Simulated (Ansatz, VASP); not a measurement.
**CdTe: VASP beside Ansatz**

INCAR

```
  PREC = Accurate
  ENCUT = 520
  EDIFF = 1E-6
  ISMEAR = -1
  SIGMA = 0.02
  LREAL = False
  LASPH = True
  NELM = 100
  ALGO = Normal
  ISIF = 2
  LWAVE = False
  LCHARG = False
  GGA = PE
  NBANDS = 16
```

File KPOINTS:

```
Automatic mesh
0
Gamma
  6 6 6
```

Contents of POSCAR:

```
CdTe
1.0
    0.0000000000      3.2799551172      3.2799551172
    3.4475608237      0.0000000000      3.2799551172
    3.4475608237      3.2799551172      0.0000000000
Cd Te
1 1
Direct
    0.0000000000      0.0000000000      0.0000000000
    0.2500000000      0.2500000000      0.2500000000
```

Input for Ansatz:

```yaml
crystal:
  lattice:
    - [0.0, 3.2799551172, 3.2799551172]
    - [3.4475608237, 0.0, 3.2799551172]
    - [3.4475608237, 3.2799551172, 0.0]
  atoms:
    - { symbol: Cd, position: [0.0, 0.0, 0.0] }
    - { symbol: Te, position: [0.25, 0.25, 0.25] }
kpoints:
  mp_grid: { grid: [6, 6, 6] }
  band_path:
    path:
      - [0.0, 0.0, 0.0]
      - [-0.5, -0.5, 0.0]
      - [-0.375, -0.375, 0.25]
      - [-0.375, 0.0, 0.375]
      - [0.0, 0.0, 0.5]
      - [-0.5, -0.25, 0.25]
    npoints: 1
hamiltonian:
  xc: pbe
scf:
  occupations: { method: fermi_dirac, width: 0.02 }
  n_extra_bands: 4
output:
  forces: true
  stress: true
  eigenvalues: true
```

Change from the starting cell: uniaxial_x strain +5.1%.

Alike in both runs: task single point; functional PBE; k mesh 6 × 6 × 6; occupations fermi-dirac, width 0.02 eV; no spin polarisation.

```csv
,VASP,Ansatz
version,VASP 6.6.1,Ansatz 0.2.0
potentials or method,"VASP PAW PBE potentials, release 64 (Cd, Te)","plane waves, PAW"
plane-wave cutoff (eV),520,420
valence electrons in the cell,18,36
```

|  | VASP | Ansatz | Ansatz less VASP |
| --- | --- | --- | --- |
| pressure (GPa) | -0.7 | -0.8 | -0.10 |
| largest component of the traceless stress (GPa) | 0.61 | 0.62 | +0.003 |

The two sets of potentials don't hold the same shells in valence.

Caveats: spin-orbit coupling is left out, which moves the levels of the heavy elements.
